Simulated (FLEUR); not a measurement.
A run of FLEUR MaX-R8.1 (later development tree) is set up as follows.

File inp.xml:

```xml
<?xml version="1.0" encoding="UTF-8" standalone="no"?>
<fleurInput fleurInputVersion="0.39">
   <comment>
      Gd                                                                                                  
   </comment>
   <calculationSetup>
      <cutoffs Kmax="4.1" Gmax="12.7" GmaxXC="12.7" numbands="0"/>
      <scfLoop itmax="60" minDistance="0.00001" maxIterBroyd="15" imix="Anderson" alpha="0.05" precondParam="0.0" spinf="2.0" sdNocoIR="T"/>
      <coreElectrons ctail="T" frcor="F" kcrel="0" coretail_lmax="0"/>
      <xcFunctional name="PBEs" relativisticCorrections="F"/>
      <magnetism jspins="2"/>
      <soc l_soc="F" theta="0.0" phi="0.0" spav="F"/>
      <expertModes spex="0" secvar="F"/>
      <geometryOptimization l_f="F" forcealpha="1.0" forcemix="BFGS" epsdisp="0.00001" epsforce="0.00001"/>
      <ldaU l_linMix="F" mixParam="0.05" spinf="1.0"/>
   </calculationSetup>
   <cell>
      <bzIntegration valenceElectrons="18.0" mode="hist" fermiSmearingEnergy="0.00183747">
         <kPointListSelection listName="default-1"/>
         <!-- k-points included here -->
         <xi:include xmlns:xi="http://www.w3.org/2001/XInclude" href="kpts.xml"> </xi:include>
      </bzIntegration>
      <!-- symmetry operations included here -->
      <xi:include xmlns:xi="http://www.w3.org/2001/XInclude" href="sym.xml"> </xi:include>
      <bulkLattice scale="1.0">
         <bravaisMatrix>
            <row-1>   -3.8266954023149995     3.8266954023149995     3.8266954023149995</row-1>
            <row-2>    3.8266954023149995    -3.8266954023149995     3.8266954023149995</row-2>
            <row-3>    3.8266954023149995     3.8266954023149995    -3.8266954023149995</row-3>
         </bravaisMatrix>
      </bulkLattice>
   </cell>
   <atomSpecies>
      <species name="Gadolinium7.000" element="Gd" atomicNumber="64">
         <mtSphere radius="2.66" gridPoints="879" logIncrement="0.015"/>
         <atomicCutoffs lmax="11" lnonsphr="8"/>
         <electronConfig flipSpins="F">
            <coreConfig>(1s1/2) (2s1/2) (2p1/2) (2p3/2) (3s1/2) (3p1/2) (3p3/2) (4s1/2) (3d3/2) (3d5/2) (4p1/2) (4p3/2) (4d3/2) (4d5/2)</coreConfig>
            <valenceConfig>(5s1/2) (5p1/2) (5p3/2) (6s1/2) (4f5/2) (4f7/2) (5d3/2) (5d5/2)</valenceConfig>
            <stateOccupation state="(4f5/2)" spinUp="2.5" spinDown="0.5"/>
            <stateOccupation state="(4f7/2)" spinUp="4.0" spinDown="0.0"/>
            <stateOccupation state="(5d3/2)" spinUp="0.4" spinDown="0.0"/>
            <stateOccupation state="(5d5/2)" spinUp="0.6" spinDown="0.0"/>
         </electronConfig>
         <energyParameters s="6" p="5" d="5" f="4"/>
         <lo type="SCLO" l="0" n="5" eDeriv="0"/>
         <lo type="HELO" l="1" n="6" eDeriv="0"/>
         <lo type="HELO" l="1" n="6" eDeriv="1"/>
         <lo type="SCLO" l="2" n="5" eDeriv="2"/>
         <lo type="SCLO" l="3" n="4" eDeriv="2"/>
      </species>
   </atomSpecies>
   <atomGroups>
      <atomGroup species="Gadolinium7.000">
         <relPos label="                   1">.0000000000 .0000000000 .0000000000</relPos>
         <force calculate="T" relaxXYZ="TTT"/>
      </atomGroup>
   </atomGroups>
   <output dos="F" band="F" slice="F">
      <checks vchk="F" cdinf="F"/>
      <bandDOS minEnergy="-.5*Htr" maxEnergy="0.5*Htr" sigma="0.015" storeEVData="T"/>
      <vacuumDOS vacdos="F" integ="F" star="F" nstars="0" locx1="0.0" locy1="0.0" locx2="0.0" locy2="0.0" nstm="0" tworkf="0.0"/>
      <unfoldingBand unfoldBand="F" supercellX="1" supercellY="1" supercellZ="1"/>
      <plotting iplot="0" polar="F">
         <plot TwoD="T" vec1="  1.0  0.0  0.0" vec2="  0.0  1.0  0.0" vec3="  0.0  0.0  1.0" zero="  0.0  0.0  0.0" file="plot"/>
      </plotting>
      <chargeDensitySlicing numkpt="0" minEigenval="0.0" maxEigenval="0.0" nnne="0" pallst="F"/>
      <specialOutput eonly="F"/>
      <moessbauerParams electricFieldGradient="T" isomerShift="T" coreHyperfine="T" valenceHyperfine="T"/>
      <magneticCircularDichroism mcd="F" energyLo="-10.0" energyUp="0.0"/>
   </output>
  <!-- We include the file relax.xml here to enable relaxations (see documentation) -->
  <xi:include xmlns:xi="http://www.w3.org/2001/XInclude" href="relax.xml"> <xi:fallback/> </xi:include>
</fleurInput>
```

The input crystal.txt:

```
Gd
&input cartesian=F /
-2.0250000000  2.0250000000  2.0250000000
2.0250000000  -2.0250000000  2.0250000000
2.0250000000  2.0250000000  -2.0250000000
1.8897261246
1.0 1.0 1.0

1
64 0.0000000000  0.0000000000  0.0000000000 : 7.000

&kpt div1=9 div2=9 div3=9 gamma=T /
```

File inp.xml (bands):

```
<?xml version="1.0" encoding="UTF-8" standalone="no"?>
<fleurInput fleurInputVersion="0.39">
   <comment>
      Gd                                                                                                  
   </comment>
   <calculationSetup>
      <cutoffs Kmax="4.1" Gmax="12.7" GmaxXC="12.7" numbands="0"/>
      <scfLoop itmax="60" minDistance="0.00001" maxIterBroyd="15" imix="Anderson" alpha="0.05" precondParam="0.0" spinf="2.0" sdNocoIR="T"/>
      <coreElectrons ctail="T" frcor="F" kcrel="0" coretail_lmax="0"/>
      <xcFunctional name="PBEs" relativisticCorrections="F"/>
      <magnetism jspins="2"/>
      <soc l_soc="F" theta="0.0" phi="0.0" spav="F"/>
      <expertModes spex="0" secvar="F"/>
      <geometryOptimization l_f="F" forcealpha="1.0" forcemix="BFGS" epsdisp="0.00001" epsforce="0.00001"/>
      <ldaU l_linMix="F" mixParam="0.05" spinf="1.0"/>
   </calculationSetup>
   <cell>
      <bzIntegration valenceElectrons="18.0" mode="hist" fermiSmearingEnergy="0.00183747">
         <kPointListSelection listName="path-1"/>
         <!-- k-points included here -->
         <xi:include xmlns:xi="http://www.w3.org/2001/XInclude" href="kpts.xml"> </xi:include>
      </bzIntegration>
      <!-- symmetry operations included here -->
      <xi:include xmlns:xi="http://www.w3.org/2001/XInclude" href="sym.xml"> </xi:include>
      <bulkLattice scale="1.0">
         <bravaisMatrix>
            <row-1>   -3.8266954023149995     3.8266954023149995     3.8266954023149995</row-1>
            <row-2>    3.8266954023149995    -3.8266954023149995     3.8266954023149995</row-2>
            <row-3>    3.8266954023149995     3.8266954023149995    -3.8266954023149995</row-3>
         </bravaisMatrix>
      </bulkLattice>
   </cell>
   <atomSpecies>
      <species name="Gadolinium7.000" element="Gd" atomicNumber="64">
         <mtSphere radius="2.66" gridPoints="879" logIncrement="0.015"/>
         <atomicCutoffs lmax="11" lnonsphr="8"/>
         <electronConfig flipSpins="F">
            <coreConfig>(1s1/2) (2s1/2) (2p1/2) (2p3/2) (3s1/2) (3p1/2) (3p3/2) (4s1/2) (3d3/2) (3d5/2) (4p1/2) (4p3/2) (4d3/2) (4d5/2)</coreConfig>
            <valenceConfig>(5s1/2) (5p1/2) (5p3/2) (6s1/2) (4f5/2) (4f7/2) (5d3/2) (5d5/2)</valenceConfig>
            <stateOccupation state="(4f5/2)" spinUp="2.5" spinDown="0.5"/>
            <stateOccupation state="(4f7/2)" spinUp="4.0" spinDown="0.0"/>
            <stateOccupation state="(5d3/2)" spinUp="0.4" spinDown="0.0"/>
            <stateOccupation state="(5d5/2)" spinUp="0.6" spinDown="0.0"/>
         </electronConfig>
         <energyParameters s="6" p="5" d="5" f="4"/>
         <lo type="SCLO" l="0" n="5" eDeriv="0"/>
         <lo type="HELO" l="1" n="6" eDeriv="0"/>
         <lo type="HELO" l="1" n="6" eDeriv="1"/>
         <lo type="SCLO" l="2" n="5" eDeriv="2"/>
         <lo type="SCLO" l="3" n="4" eDeriv="2"/>
      </species>
   </atomSpecies>
   <atomGroups>
      <atomGroup species="Gadolinium7.000">
         <relPos label="                   1">.0000000000 .0000000000 .0000000000</relPos>
         <force calculate="T" relaxXYZ="TTT"/>
      </atomGroup>
   </atomGroups>
   <output dos="F" band="T" slice="F">
      <checks vchk="F" cdinf="F"/>
      <bandDOS minEnergy="-.5*Htr" maxEnergy="0.5*Htr" sigma="0.015" storeEVData="T"/>
      <vacuumDOS vacdos="F" integ="F" star="F" nstars="0" locx1="0.0" locy1="0.0" locx2="0.0" locy2="0.0" nstm="0" tworkf="0.0"/>
      <unfoldingBand unfoldBand="F" supercellX="1" supercellY="1" supercellZ="1"/>
      <plotting iplot="0" polar="F">
         <plot TwoD="T" vec1="  1.0  0.0  0.0" vec2="  0.0  1.0  0.0" vec3="  0.0  0.0  1.0" zero="  0.0  0.0  0.0" file="plot"/>
      </plotting>
      <chargeDensitySlicing numkpt="0" minEigenval="0.0" maxEigenval="0.0" nnne="0" pallst="F"/>
      <specialOutput eonly="F"/>
      <moessbauerParams electricFieldGradient="T" isomerShift="T" coreHyperfine="T" valenceHyperfine="T"/>
      <magneticCircularDichroism mcd="F" energyLo="-10.0" energyUp="0.0"/>
   </output>
  <!-- We include the file relax.xml here to enable relaxations (see documentation) -->
  <xi:include xmlns:xi="http://www.w3.org/2001/XInclude" href="relax.xml"> <xi:fallback/> </xi:include>
</fleurInput>
```

Potentials or basis: all-electron, FLAPW.

The run is started by

```console
$ inpgen -f crystal.txt -profile fastHighL
$ # inp.xml edited to the form shown
$ fleur_MPI
$ fleur_MPI   # second run, on inp.xml (bands)
```

Q: What does it give for the net moment?

A: 7.60 μB per cell.

Q: Predict the band gap along the path.

A: None (metal or under the smearing width).

Q: Predict the site moments.

A: Gd +7.21 μB.

Core levels (eV from the Fermi level):
```csv
atom,levels
1 Gd,"1s1/2 -50024.6, 2s1/2 -8250.1, 2p1/2 -7833.9, 2p3/2 -7138.4, 3s1/2 -1824.5, 3p1/2 -1644.0, 3p3/2 -1501.5, 4s1/2 -364.4, 3d3/2 -1189.7, 3d5/2 -1158.6, 4p1/2 -294.2, 4p3/2 -262.4, 4d3/2 -146.8, 4d5/2 -141.0"
```

Caveat: spin-orbit coupling is left out, which moves the levels of the heavy elements. The state reached can hang on the start; a lower one may exist.
